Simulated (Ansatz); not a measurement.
# GaAs under changes of volume

One of the cells (22.590 Å³/atom); the others are scaled copies at fixed shape and fractional positions:

```
As Ga
1.0
     0.00000    2.82685    2.82685
     2.82685    0.00000    2.82685
     2.82685    2.82685    0.00000
As Ga
1 1
Direct
  0.75000 0.75000 0.75000
  0.00000 0.00000 0.00000
```

| Property | Result |
| --- | --- |
| Program | Ansatz 0.2.0 |
| Functional | BLYP |
| Potentials or basis | Ansatz PAW |
| Cutoff | 420 eV (not typed: the program's choice for these potentials) |
| k mesh | 8 × 8 × 8 |
| Occupations | fermi-dirac, width 0.05 eV |
| Spin | no spin polarisation |

```csv
volume (Å³/atom),energy over the lowest point (meV/atom),pressure (GPa),gap on the mesh (eV)
21.234,119.86,12.5,0.84
21.686,87.58,10.4,0.67
22.138,60.95,8.5,0.51
22.590,?,?,?
23.041,22.38,5.3,0.20
23.493,9.42,4.0,none
23.945,0.00,2.7,none
```

Question: What does the run at 22.590 Å³/atom give?

Answer: Energy over the lowest point 39.38 meV/atom; pressure 6.8 GPa; gap on the mesh 0.35 eV.

Worked out: A Birch-Murnaghan fit of order 3 (a polynomial in V^(-2/3)) to the other rows has no minimum within the range. It gives 39.40 meV/atom at 22.590 Å³/atom, against the run's 39.38, and -dE/dV = 6.8 GPa, against 6.8.

Energies are extrapolated to zero smearing.

Caveats: the PAW data sets come from PBE, with cores solved anew for the run's functional, which leaves a small shift of forces and pressure.

Spin-orbit coupling on As, Ga is left out.

A gap of «none» marks a metal or a gap under the smearing width.
